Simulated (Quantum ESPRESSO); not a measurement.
Write the native input for Quantum ESPRESSO 7.5 that does the following.

| Property | Result |
| --- | --- |
| Task | band structure |
| Functional | RPBE |
| Potentials or basis | SG15 PBE 1.2 |
| Cutoff | 952 eV |
| Density cutoff | 3810 eV |
| k mesh | 11 × 11 × 11 |
| Occupations | fermi-dirac, width 0.05 eV |
| Spin | no spin polarisation |
| Mixing beta | 0.5 |
| Most SCF iterations | 120 |
| SCF threshold | 2e-10 Ry |

The system is Ag.

```
Ag
1.0
     0.00000    2.04275    2.04275
     2.04275    0.00000    2.04275
     2.04275    2.04275    0.00000
Ag
1
Direct
  0.00000 0.00000 0.00000
```

The input as run:

pw.in

```
&CONTROL
  calculation = 'scf'
  prefix = 'pwscf'
  outdir = './tmp'
  pseudo_dir = './pseudo'
  tprnfor = .true.
  tstress = .true.
  disk_io = 'low'
/
&SYSTEM
  ibrav = 0
  nat = 1
  ntyp = 1
  ecutwfc = 70
  nbnd = 16
  input_dft = 'rpbe'
  occupations = 'smearing'
  smearing = 'fd'
  degauss = 0.00367493
/
&ELECTRONS
  conv_thr = 2d-10
  electron_maxstep = 120
  mixing_beta = 0.5
/
ATOMIC_SPECIES
Ag   107.8682 Ag_ONCV_PBE-1.2.upf
CELL_PARAMETERS angstrom
   0.0000000000    2.0427500000    2.0427500000
   2.0427500000    0.0000000000    2.0427500000
   2.0427500000    2.0427500000    0.0000000000
ATOMIC_POSITIONS angstrom
Ag     0.0000000000    0.0000000000    0.0000000000
K_POINTS automatic
11 11 11 0 0 0
```

bands.in

```
&CONTROL
  calculation = 'bands'
  prefix = 'pwscf'
  outdir = './tmp'
  pseudo_dir = './pseudo'
  disk_io = 'low'
  verbosity = 'high'
/
&SYSTEM
  ibrav = 0
  nat = 1
  ntyp = 1
  ecutwfc = 70
  nbnd = 16
  input_dft = 'rpbe'
  occupations = 'smearing'
  smearing = 'fd'
  degauss = 0.00367493
/
&ELECTRONS
  conv_thr = 1d-08
  electron_maxstep = 120
  mixing_beta = 0.5
  diago_full_acc = .true.
  startingwfc = 'random'
/
ATOMIC_SPECIES
Ag   107.8682 Ag_ONCV_PBE-1.2.upf
CELL_PARAMETERS angstrom
   0.0000000000    2.0427500000    2.0427500000
   2.0427500000    0.0000000000    2.0427500000
   2.0427500000    2.0427500000    0.0000000000
ATOMIC_POSITIONS angstrom
Ag     0.0000000000    0.0000000000    0.0000000000
K_POINTS crystal
60
 0.0000000000  0.0000000000  0.0000000000 1
 0.0625000000  0.0000000000  0.0625000000 1
 0.1250000000  0.0000000000  0.1250000000 1
 0.1875000000  0.0000000000  0.1875000000 1
 0.2500000000  0.0000000000  0.2500000000 1
 0.3125000000  0.0000000000  0.3125000000 1
 0.3750000000  0.0000000000  0.3750000000 1
 0.4375000000  0.0000000000  0.4375000000 1
 0.5000000000  0.0000000000  0.5000000000 1
 0.5000000000  0.0625000000  0.5625000000 1
 0.5000000000  0.1250000000  0.6250000000 1
 0.5000000000  0.1875000000  0.6875000000 1
 0.5000000000  0.2500000000  0.7500000000 1
 0.4375000000  0.3125000000  0.7500000000 1
 0.3750000000  0.3750000000  0.7500000000 1
 0.3375000000  0.3375000000  0.6750000000 1
 0.3000000000  0.3000000000  0.6000000000 1
 0.2625000000  0.2625000000  0.5250000000 1
 0.2250000000  0.2250000000  0.4500000000 1
 0.1875000000  0.1875000000  0.3750000000 1
 0.1500000000  0.1500000000  0.3000000000 1
 0.1125000000  0.1125000000  0.2250000000 1
 0.0750000000  0.0750000000  0.1500000000 1
 0.0375000000  0.0375000000  0.0750000000 1
 0.0000000000  0.0000000000  0.0000000000 1
 0.0625000000  0.0625000000  0.0625000000 1
 0.1250000000  0.1250000000  0.1250000000 1
 0.1875000000  0.1875000000  0.1875000000 1
 0.2500000000  0.2500000000  0.2500000000 1
 0.3125000000  0.3125000000  0.3125000000 1
 0.3750000000  0.3750000000  0.3750000000 1
 0.4375000000  0.4375000000  0.4375000000 1
 0.5000000000  0.5000000000  0.5000000000 1
 0.5250000000  0.4500000000  0.5250000000 1
 0.5500000000  0.4000000000  0.5500000000 1
 0.5750000000  0.3500000000  0.5750000000 1
 0.6000000000  0.3000000000  0.6000000000 1
 0.6250000000  0.2500000000  0.6250000000 1
 0.5833333333  0.2500000000  0.6666666667 1
 0.5416666667  0.2500000000  0.7083333333 1
 0.5000000000  0.2500000000  0.7500000000 1
 0.5000000000  0.2857142857  0.7142857143 1
 0.5000000000  0.3214285714  0.6785714286 1
 0.5000000000  0.3571428571  0.6428571429 1
 0.5000000000  0.3928571429  0.6071428571 1
 0.5000000000  0.4285714286  0.5714285714 1
 0.5000000000  0.4642857143  0.5357142857 1
 0.5000000000  0.5000000000  0.5000000000 1
 0.4821428571  0.4821428571  0.5357142857 1
 0.4642857143  0.4642857143  0.5714285714 1
 0.4464285714  0.4464285714  0.6071428571 1
 0.4285714286  0.4285714286  0.6428571429 1
 0.4107142857  0.4107142857  0.6785714286 1
 0.3928571429  0.3928571429  0.7142857143 1
 0.3750000000  0.3750000000  0.7500000000 1
 0.6250000000  0.2500000000  0.6250000000 1
 0.5937500000  0.1875000000  0.5937500000 1
 0.5625000000  0.1250000000  0.5625000000 1
 0.5312500000  0.0625000000  0.5312500000 1
 0.5000000000  0.0000000000  0.5000000000 1
```

Potentials or basis: SG15 PBE 1.2.

Launch:

```sh
$ OMP_NUM_THREADS=1 pw.x -in pw.in > pw.out
$ OMP_NUM_THREADS=1 pw.x -in bands.in > bands.out
```

It gave:

- Pressure: 8.9 GPa
- Band gap on the k mesh: none (metal or under the smearing width)

Caveat: the potentials were made for another functional, which shifts forces and pressure.

Run time: 28 s on 1 thread of Arm Neoverse V1, on a shared host, peak memory 0.09 GiB.
